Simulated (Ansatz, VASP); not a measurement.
## Two plane-wave programs on BaTe

INCAR

```
ALGO = Normal
EDIFF = 1E-7
ENCUT = 520
GGA = PS
ISIF = 2
ISMEAR = -1
LASPH = T
LCHARG = F
LREAL = F
LWAVE = F
NBANDS = 15
NELM = 80
PREC = Accurate
SIGMA = 0.05
```

Contents of KPOINTS:

```
k-points
0
Gamma
  7 7 7
```

POSCAR

```
BaTe
1.0
    0.0000000000      3.3639132694      3.3639132694
    3.3639132694      0.0000000000      3.3639132694
    3.3639132694      3.3639132694      0.0000000000
Ba Te
1 1
Direct
    0.0000000000      0.0000000000      0.0000000000
    0.5000000000      0.5000000000      0.5000000000
```

File input.yaml:

```yaml
crystal:
  lattice:
    - [0.0, 3.3639132694, 3.3639132694]
    - [3.3639132694, 0.0, 3.3639132694]
    - [3.3639132694, 3.3639132694, 0.0]
  atoms:
    - { symbol: Ba, position: [0.0, 0.0, 0.0] }
    - { symbol: Te, position: [0.5, 0.5, 0.5] }
hamiltonian:
  xc: pbesol
  pseudopotentials: { kind: paw }
kpoints:
  mp_grid: { grid: [7, 7, 7] }
scf:
  occupations: { method: fermi_dirac, width: 0.05 }
output:
  forces: true
  stress: true
  eigenvalues: true
```

Change from the starting cell: volume scaled by 0.96.

Alike in both runs: task single point; functional PBEsol; k mesh 7 × 7 × 7; occupations fermi-dirac, width 0.05 eV; no spin polarisation.

|  | VASP | Ansatz |
| --- | --- | --- |
| version | VASP 6.6.1 | Ansatz 0.2.0 |
| potentials or method | VASP PAW PBE potentials, release 64 (Ba_sv, Te) | Ansatz PAW |
| plane-wave cutoff (eV) | 520 | 420 |
| valence electrons in the cell | 16 | 26 |

Ansatz gave:

```
gap on the k mesh at the Fermi level (eV) : 1.29
least direct gap on the mesh (eV)         : 1.63
pressure (GPa)                            : 3.7
```

Task: Which values does VASP return?

Result: gap on the k mesh at the Fermi level (eV): 1.18; least direct gap on the mesh (eV): 1.56; pressure (GPa): 4.2.

The two sets of potentials don't hold the same shells in valence.

Caveats: spin-orbit coupling is left out, which moves the levels of the heavy elements; the PAW data sets were made with another functional, which shifts forces and pressure a little (VASP); an odd mesh through Γ misses points on the zone boundary, where band edges often lie (VASP); odd divisions of the mesh miss points on the zone boundary, where band edges often lie, so the gap on the mesh can be too wide (Ansatz); the PAW data sets come from PBE, with cores solved anew for the run's functional, which leaves a small shift of forces and pressure (Ansatz).
